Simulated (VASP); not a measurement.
# Si: convergence, quasi-harmonic thermal expansion

Si, Fd-3m (no. 227), 2 atoms in the cell. PBE, quasi-harmonic thermal expansion; PAW potentials Si (PBE set). VASP 6.6.1.

Wanted: linear expansion at 300 K within 6 %; zero point expansion within 0.03 % of volume.

Geometry: relaxed with this functional; Volumes over the relaxed one: 0.97, 0.99, 1.01, 1.03, 1.05, 1.07.

The series start from Plane-wave cutoff (eV): 320; k mesh: 6x6x6; Projectors in real space: False; Supercell: 2x2x2. Each series keeps the choices made before it, and each single choice may use up half of a tolerance. Times cover all steps of a run.

## Plane-wave cutoff (eV)

| Plane-wave cutoff (eV) | Linear expansion at 300 K (10⁻⁶/K) | Zero point expansion (% of volume) | Time (s) |
|---|---|---|---|
| 240 | 1.726 | 0.465 | 62 |
| 320 | 1.646 | 0.466 | 94 |
| 390 (reference) | 1.603 | 0.463 | 99 |

Chosen: 320, the loosest value from which every tighter one stays within half of the tolerance.

## k mesh

| k mesh | Linear expansion at 300 K (10⁻⁶/K) | Zero point expansion (% of volume) | Time (s) |
|---|---|---|---|
| 4x4x4 | 1.12 | 0.449 | 69 |
| 6x6x6 | 1.646 | 0.466 | 94 |
| 8x8x8 (reference) | 1.773 | 0.470 | 116 |

Chosen: 8x8x8; the next looser run is off by more than half of the tolerance, so convergence isn't shown beyond this value.

## Projectors in real space

| Projectors in real space | Linear expansion at 300 K (10⁻⁶/K) | Zero point expansion (% of volume) | Time (s) |
|---|---|---|---|
| False | 1.773 | 0.470 | 116 |
| Auto | 4.029 | 0.579 | 171 |

Chosen: False; no other choice that stays within half of the tolerance saves 30 % of the time.

## Supercell

| Supercell | Linear expansion at 300 K (10⁻⁶/K) | Zero point expansion (% of volume) | Time (s) |
|---|---|---|---|
| 2x2x2 | 1.773 | 0.470 | 116 |
| 3x3x3 (reference) | 2.867 | 0.498 | 1057 |

Chosen: 3x3x3; the next looser run is off by more than half of the tolerance, so convergence isn't shown beyond this value.

The choices weren't compared together with a run at all the tightest settings, so their joint error isn't shown.

## The input

INCAR.step1:
```
  PREC = Accurate
  ENCUT = 370
  EDIFF = 1E-7
  ISMEAR = 0
  SIGMA = 0.02
  LREAL = False
  LASPH = True
  ALGO = Normal
  NELM = 120
  LWAVE = False
  LCHARG = False
  GGA = PE
  KPAR = 8
  ISIF = 2
```

INCAR.step7, as INCAR.step1 but for:
```
- ENCUT = 370
- KPAR = 8
+ ENCUT = 320
+ LPHON_DISPERSION = True
+ PHON_NWRITE = -2
+ KPAR = 2
+ IBRION = 6
+ NFREE = 2
+ POTIM = 0.015
+ NSW = 1
```

KPOINTS.step1:
```
k-points
0
Gamma
  10 10 10
```

KPOINTS.step7:
```
Automatic mesh
0
Gamma
  3 3 3
  0 0 0
```

QPOINTS:
```
q mesh
0
Gamma
  10 10 10
  0 0 0
```

POSCAR.step1:
```
Si
 1.0000000000000000
     0.0000000000000000    2.7066086285916384    2.7066086285916384
     2.7066086285916384    0.0000000000000000    2.7066086285916384
     2.7066086285916384    2.7066086285916384    0.0000000000000000
 Si
   2
Direct
  0.5000000000000000  0.5000000000000000  0.5000000000000000
  0.7500000000000000  0.7500000000000000  0.7500000000000000
```

POSCAR.step2:
```
Si
 1.0000000000000000
     0.0000000000000000    2.7250843447755959    2.7250843447755959
     2.7250843447755959    0.0000000000000000    2.7250843447755959
     2.7250843447755959    2.7250843447755959    0.0000000000000000
 Si
   2
Direct
  0.5000000000000000  0.5000000000000000  0.5000000000000000
  0.7500000000000001  0.7500000000000001  0.7500000000000001
```

POSCAR.step3:
```
Si
 1.0000000000000000
     0.0000000000000000    2.7433128756288987    2.7433128756288987
     2.7433128756288987    0.0000000000000000    2.7433128756288987
     2.7433128756288987    2.7433128756288987    0.0000000000000000
 Si
   2
Direct
  0.5000000000000000  0.5000000000000000  0.5000000000000000
  0.7500000000000000  0.7500000000000000  0.7500000000000000
```

POSCAR.step4:
```
Si
 1.0000000000000000
     0.0000000000000000    2.7613023265337464    2.7613023265337464
     2.7613023265337464    0.0000000000000000    2.7613023265337464
     2.7613023265337464    2.7613023265337464    0.0000000000000000
 Si
   2
Direct
  0.5000000000000000  0.5000000000000000  0.5000000000000000
  0.7500000000000000  0.7500000000000000  0.7500000000000000
```

POSCAR.step5:
```
Si
 1.0000000000000000
     0.0000000000000000    2.7790603858102423    2.7790603858102423
     2.7790603858102423    0.0000000000000000    2.7790603858102423
     2.7790603858102423    2.7790603858102423    0.0000000000000000
 Si
   2
Direct
  0.5000000000000000  0.5000000000000000  0.5000000000000000
  0.7500000000000002  0.7500000000000002  0.7500000000000002
```

POSCAR.step6:
```
Si
 1.0000000000000000
     0.0000000000000000    2.7965943536663405    2.7965943536663405
     2.7965943536663405    0.0000000000000000    2.7965943536663405
     2.7965943536663405    2.7965943536663405    0.0000000000000000
 Si
   2
Direct
  0.5000000000000000  0.5000000000000000  0.4999999999999999
  0.7500000000000003  0.7500000000000003  0.7499999999999998
```

POSCAR.step7:
```
Si
 1.0000000000000000
     0.0000000000000000    8.1198258857749153    8.1198258857749153
     8.1198258857749153    0.0000000000000000    8.1198258857749153
     8.1198258857749153    8.1198258857749153    0.0000000000000000
 Si
  54
Direct
  0.1666666666666667  0.1666666666666667  0.1666666666666667
  0.1666666666666667  0.1666666666666667  0.4999999999999999
  0.1666666666666667  0.1666666666666667  0.8333333333333334
  0.1666666666666666  0.4999999999999998  0.1666666666666667
  0.1666666666666668  0.5000000000000000  0.4999999999999998
  0.1666666666666667  0.5000000000000000  0.8333333333333334
  0.1666666666666667  0.8333333333333334  0.1666666666666667
  0.1666666666666666  0.8333333333333334  0.5000000000000000
  0.1666666666666667  0.8333333333333334  0.8333333333333334
  0.4999999999999998  0.1666666666666666  0.1666666666666667
  0.5000000000000000  0.1666666666666668  0.4999999999999998
  0.5000000000000000  0.1666666666666667  0.8333333333333334
  0.4999999999999999  0.4999999999999999  0.1666666666666667
  0.4999999999999999  0.4999999999999999  0.4999999999999999
  0.4999999999999999  0.4999999999999999  0.8333333333333335
  0.4999999999999999  0.8333333333333334  0.1666666666666667
  0.4999999999999998  0.8333333333333334  0.5000000000000000
  0.5000000000000000  0.8333333333333334  0.8333333333333334
  0.8333333333333334  0.1666666666666667  0.1666666666666667
  0.8333333333333334  0.1666666666666666  0.5000000000000000
  0.8333333333333334  0.1666666666666667  0.8333333333333334
  0.8333333333333334  0.4999999999999999  0.1666666666666667
  0.8333333333333334  0.4999999999999998  0.5000000000000000
  0.8333333333333334  0.5000000000000000  0.8333333333333334
  0.8333333333333334  0.8333333333333334  0.1666666666666667
  0.8333333333333334  0.8333333333333334  0.5000000000000000
  0.8333333333333334  0.8333333333333334  0.8333333333333334
  0.2500000000000000  0.2500000000000000  0.2500000000000000
  0.2500000000000000  0.2500000000000000  0.5833333333333334
  0.2499999999999998  0.2499999999999998  0.9166666666666669
  0.2500000000000000  0.5833333333333334  0.2500000000000000
  0.2500000000000000  0.5833333333333334  0.5833333333333334
  0.2499999999999998  0.5833333333333331  0.9166666666666669
  0.2500000000000000  0.9166666666666667  0.2500000000000000
  0.2500000000000000  0.9166666666666669  0.5833333333333334
  0.2499999999999998  0.9166666666666665  0.9166666666666669
  0.5833333333333334  0.2500000000000000  0.2500000000000000
  0.5833333333333334  0.2500000000000000  0.5833333333333334
  0.5833333333333331  0.2499999999999998  0.9166666666666669
  0.5833333333333334  0.5833333333333334  0.2500000000000000
  0.5833333333333334  0.5833333333333334  0.5833333333333334
  0.5833333333333331  0.5833333333333331  0.9166666666666669
  0.5833333333333334  0.9166666666666667  0.2500000000000000
  0.5833333333333334  0.9166666666666669  0.5833333333333334
  0.5833333333333331  0.9166666666666665  0.9166666666666669
  0.9166666666666667  0.2500000000000000  0.2500000000000000
  0.9166666666666669  0.2500000000000000  0.5833333333333334
  0.9166666666666665  0.2499999999999998  0.9166666666666669
  0.9166666666666669  0.5833333333333335  0.2499999999999999
  0.9166666666666670  0.5833333333333335  0.5833333333333333
  0.9166666666666666  0.5833333333333333  0.9166666666666667
  0.9166666666666669  0.9166666666666669  0.2499999999999999
  0.9166666666666669  0.9166666666666669  0.5833333333333335
  0.9166666666666666  0.9166666666666666  0.9166666666666667
```

POSCAR.step8:
```
Si
 1.0000000000000000
     0.0000000000000000    8.1752530343267882    8.1752530343267882
     8.1752530343267882    0.0000000000000000    8.1752530343267882
     8.1752530343267882    8.1752530343267882    0.0000000000000000
 Si
  54
Direct
  0.1666666666666667  0.1666666666666667  0.1666666666666667
  0.1666666666666666  0.1666666666666666  0.4999999999999999
  0.1666666666666666  0.1666666666666666  0.8333333333333334
  0.1666666666666666  0.4999999999999999  0.1666666666666667
  0.1666666666666664  0.4999999999999998  0.5000000000000002
  0.1666666666666666  0.4999999999999999  0.8333333333333334
  0.1666666666666667  0.8333333333333334  0.1666666666666666
  0.1666666666666666  0.8333333333333334  0.4999999999999999
  0.1666666666666667  0.8333333333333333  0.8333333333333333
  0.4999999999999999  0.1666666666666666  0.1666666666666667
  0.4999999999999998  0.1666666666666664  0.5000000000000002
  0.4999999999999999  0.1666666666666666  0.8333333333333334
  0.4999999999999999  0.4999999999999999  0.1666666666666666
  0.4999999999999999  0.4999999999999999  0.4999999999999999
  0.4999999999999999  0.4999999999999999  0.8333333333333331
  0.4999999999999998  0.8333333333333333  0.1666666666666667
  0.4999999999999999  0.8333333333333334  0.4999999999999999
  0.4999999999999999  0.8333333333333334  0.8333333333333331
  0.8333333333333334  0.1666666666666667  0.1666666666666666
  0.8333333333333334  0.1666666666666666  0.4999999999999999
  0.8333333333333333  0.1666666666666667  0.8333333333333333
  0.8333333333333333  0.4999999999999998  0.1666666666666667
  0.8333333333333335  0.5000000000000000  0.4999999999999998
  0.8333333333333335  0.5000000000000000  0.8333333333333330
  0.8333333333333333  0.8333333333333333  0.1666666666666667
  0.8333333333333333  0.8333333333333333  0.5000000000000000
  0.8333333333333333  0.8333333333333333  0.8333333333333333
  0.2500000000000000  0.2500000000000000  0.2500000000000000
  0.2499999999999999  0.2499999999999999  0.5833333333333334
  0.2500000000000002  0.2500000000000002  0.9166666666666665
  0.2499999999999999  0.5833333333333331  0.2500000000000001
  0.2500000000000003  0.5833333333333335  0.5833333333333331
  0.2500000000000001  0.5833333333333333  0.9166666666666666
  0.2499999999999998  0.9166666666666664  0.2500000000000002
  0.2499999999999999  0.9166666666666664  0.5833333333333334
  0.2500000000000001  0.9166666666666665  0.9166666666666666
  0.5833333333333331  0.2499999999999999  0.2500000000000001
  0.5833333333333335  0.2500000000000003  0.5833333333333331
  0.5833333333333333  0.2500000000000001  0.9166666666666666
  0.5833333333333331  0.5833333333333331  0.2500000000000001
  0.5833333333333335  0.5833333333333335  0.5833333333333331
  0.5833333333333333  0.5833333333333333  0.9166666666666666
  0.5833333333333336  0.9166666666666666  0.2499999999999997
  0.5833333333333333  0.9166666666666667  0.5833333333333331
  0.5833333333333336  0.9166666666666669  0.9166666666666665
  0.9166666666666664  0.2499999999999998  0.2500000000000002
  0.9166666666666664  0.2499999999999998  0.5833333333333335
  0.9166666666666664  0.2499999999999998  0.9166666666666667
  0.9166666666666665  0.5833333333333335  0.2499999999999998
  0.9166666666666667  0.5833333333333333  0.5833333333333331
  0.9166666666666669  0.5833333333333336  0.9166666666666665
  0.9166666666666665  0.9166666666666665  0.2499999999999998
  0.9166666666666666  0.9166666666666666  0.5833333333333333
  0.9166666666666669  0.9166666666666669  0.9166666666666665
```

POSCAR.step9:
```
Si
 1.0000000000000000
     0.0000000000000000    8.2299386268866961    8.2299386268866961
     8.2299386268866961    0.0000000000000000    8.2299386268866961
     8.2299386268866961    8.2299386268866961    0.0000000000000000
 Si
  54
Direct
  0.1666666666666667  0.1666666666666667  0.1666666666666667
  0.1666666666666667  0.1666666666666667  0.4999999999999999
  0.1666666666666667  0.1666666666666667  0.8333333333333334
  0.1666666666666666  0.4999999999999998  0.1666666666666667
  0.1666666666666668  0.5000000000000000  0.4999999999999998
  0.1666666666666667  0.5000000000000000  0.8333333333333334
  0.1666666666666667  0.8333333333333334  0.1666666666666667
  0.1666666666666665  0.8333333333333334  0.5000000000000000
  0.1666666666666667  0.8333333333333334  0.8333333333333334
  0.4999999999999998  0.1666666666666666  0.1666666666666667
  0.5000000000000000  0.1666666666666668  0.4999999999999998
  0.5000000000000000  0.1666666666666667  0.8333333333333334
  0.4999999999999999  0.4999999999999999  0.1666666666666667
  0.4999999999999999  0.4999999999999999  0.4999999999999999
  0.5000000000000000  0.5000000000000000  0.8333333333333334
  0.4999999999999999  0.8333333333333334  0.1666666666666667
  0.5000000000000000  0.8333333333333335  0.4999999999999998
  0.5000000000000000  0.8333333333333334  0.8333333333333334
  0.8333333333333334  0.1666666666666667  0.1666666666666667
  0.8333333333333334  0.1666666666666665  0.5000000000000000
  0.8333333333333334  0.1666666666666667  0.8333333333333334
  0.8333333333333334  0.4999999999999999  0.1666666666666667
  0.8333333333333335  0.5000000000000000  0.4999999999999998
  0.8333333333333334  0.5000000000000000  0.8333333333333334
  0.8333333333333334  0.8333333333333334  0.1666666666666667
  0.8333333333333334  0.8333333333333334  0.5000000000000000
  0.8333333333333334  0.8333333333333334  0.8333333333333334
  0.2500000000000000  0.2500000000000000  0.2500000000000000
  0.2500000000000000  0.2500000000000000  0.5833333333333334
  0.2500000000000000  0.2500000000000000  0.9166666666666666
  0.2500000000000000  0.5833333333333334  0.2500000000000000
  0.2500000000000000  0.5833333333333334  0.5833333333333334
  0.2500000000000000  0.5833333333333334  0.9166666666666666
  0.2500000000000000  0.9166666666666666  0.2500000000000000
  0.2500000000000000  0.9166666666666666  0.5833333333333334
  0.2500000000000000  0.9166666666666666  0.9166666666666666
  0.5833333333333334  0.2500000000000000  0.2500000000000000
  0.5833333333333334  0.2500000000000000  0.5833333333333334
  0.5833333333333334  0.2500000000000000  0.9166666666666666
  0.5833333333333334  0.5833333333333334  0.2500000000000000
  0.5833333333333334  0.5833333333333334  0.5833333333333334
  0.5833333333333334  0.5833333333333334  0.9166666666666666
  0.5833333333333334  0.9166666666666666  0.2500000000000000
  0.5833333333333334  0.9166666666666666  0.5833333333333334
  0.5833333333333334  0.9166666666666666  0.9166666666666666
  0.9166666666666666  0.2500000000000000  0.2500000000000000
  0.9166666666666666  0.2500000000000000  0.5833333333333334
  0.9166666666666666  0.2500000000000000  0.9166666666666666
  0.9166666666666666  0.5833333333333334  0.2500000000000000
  0.9166666666666666  0.5833333333333334  0.5833333333333334
  0.9166666666666666  0.5833333333333334  0.9166666666666666
  0.9166666666666666  0.9166666666666666  0.2500000000000000
  0.9166666666666666  0.9166666666666666  0.5833333333333334
  0.9166666666666666  0.9166666666666666  0.9166666666666666
```

3 further input files aren't shown.

Commands (each step's output is kept before the next begins):
```
cat potpaw_PBE.64/Si/POTCAR > POTCAR
cp INCAR.step1 INCAR
cp KPOINTS.step1 KPOINTS
cp POSCAR.step1 POSCAR
mpirun -np 8 vasp_std > vasp.out
rm WAVECAR CHG
cp POSCAR.step2 POSCAR
mpirun -np 8 vasp_std > vasp.out
rm WAVECAR CHG
cp POSCAR.step3 POSCAR
mpirun -np 8 vasp_std > vasp.out
rm WAVECAR CHG
cp POSCAR.step4 POSCAR
mpirun -np 8 vasp_std > vasp.out
rm WAVECAR CHG
cp POSCAR.step5 POSCAR
mpirun -np 8 vasp_std > vasp.out
rm WAVECAR CHG
cp POSCAR.step6 POSCAR
mpirun -np 8 vasp_std > vasp.out
rm WAVECAR CHG
cp INCAR.step7 INCAR
cp KPOINTS.step7 KPOINTS
cp POSCAR.step7 POSCAR
mpirun -np 8 vasp_std > vasp.out
rm WAVECAR CHG
cp POSCAR.step8 POSCAR
mpirun -np 8 vasp_std > vasp.out
rm WAVECAR CHG
cp POSCAR.step9 POSCAR
mpirun -np 8 vasp_std > vasp.out
rm WAVECAR CHG
cp POSCAR.step10 POSCAR
mpirun -np 8 vasp_std > vasp.out
rm WAVECAR CHG
cp POSCAR.step11 POSCAR
mpirun -np 8 vasp_std > vasp.out
rm WAVECAR CHG
cp POSCAR.step12 POSCAR
mpirun -np 8 vasp_std > vasp.out
```

The chosen input took VASP 6.6.1 1057 s on 8 cores (Intel Xeon 6975P-C (Granite Rapids)), a shared host.

## An input that fails: primitive cell taken as the supercell

It runs to its end, but against the unchanged starting input it is off by 267 % in the linear expansion at 300 K, 0.088 % of volume in the zero point expansion.

Supercell: 2 × 2 × 2 becomes 1 × 1 × 1.
